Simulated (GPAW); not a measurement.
Crystal: MnS.

```
CELL_PARAMETERS angstrom
0.00000 2.60450 2.60450
2.60450 0.00000 2.60450
2.60450 2.60450 0.00000
ATOMIC_POSITIONS crystal
Mn 0.00000 0.00000 0.00000
S 0.50000 0.50000 0.50000
```

Base run:

```yaml
Program: GPAW 26.7.0
Functional: revPBE
Potentials_or_basis: the program's PAW data sets (release 1.2.1) made for this functional
Cutoff: 600 eV
Basis: pw
k_mesh: 9 × 9 × 9
Occupations: fermi-dirac, width 0.05 eV
Spin: collinear spin, ferromagnetic start
Starting_moments: "[4.0, 0.0] μB"
```

Its results: pressure -0.3 GPa; net moment 4.73 μB per cell; site moments Mn +4.19; S +0.11 μB.

The run is repeated on the same cell with these changes: functional from revPBE to BLYP; potentials or basis from the program's PAW data sets (release 1.2.1) made for this functional to PAW data sets generated in the run's folder for this functional. What comes out?

Pressure 1.2 GPa; net moment 4.62 μB per cell; site moments Mn +4.09; S +0.12 μB.

Caveats: a cell with one magnetic atom can't hold antiferromagnetic order, which such compounds often take.
